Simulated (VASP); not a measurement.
The system is Bi.

```xyz
1
Lattice="-1.9814 1.9814 1.9814 1.9814 -1.9814 1.9814 1.9814 1.9814 -1.9814" Properties=species:S:1:pos:R:3 pbc="T T T"
Bi    0.0000    0.0000    0.0000
```

This isn't the form of Bi at room conditions, which is rhombohedral.

| Item | Value |
| --- | --- |
| Program | VASP 6.6.1 |
| Task | single point |
| Functional | PBE |
| Potentials or basis | VASP PAW PBE potentials, release 64 (Bi_d) |
| Cutoff | 520 eV |
| k mesh | 9 × 9 × 9 |
| Occupations | fermi-dirac, width 0.05 eV |
| Spin | no spin polarisation |

On this cell: pressure 0.8 GPa; band gap on the k mesh none (metal or under the smearing width).

The same run follows on a disturbed copy (cell strained at random at fixed volume):

```
Bi
1.0
    -2.05109    1.93226    1.96372
     2.00913   -1.95414    1.94364
     2.06996    1.97301   -1.98560
Bi
1
Cartesian
  -0.0472 -0.0316 -0.0216
```

Question: What does the disturbed cell give?

Answer: The energy (extrapolated to zero smearing) moves by +6.0 meV/atom; pressure 0.8 GPa; band gap on the k mesh none (metal or under the smearing width).

Stress tensor (GPa, compression positive):
```
 0.12 -0.12  0.43
-0.12  1.19  0.11
 0.43  0.11  1.18
```

Caveats: spin-orbit coupling is left out, which moves the levels of the heavy elements.
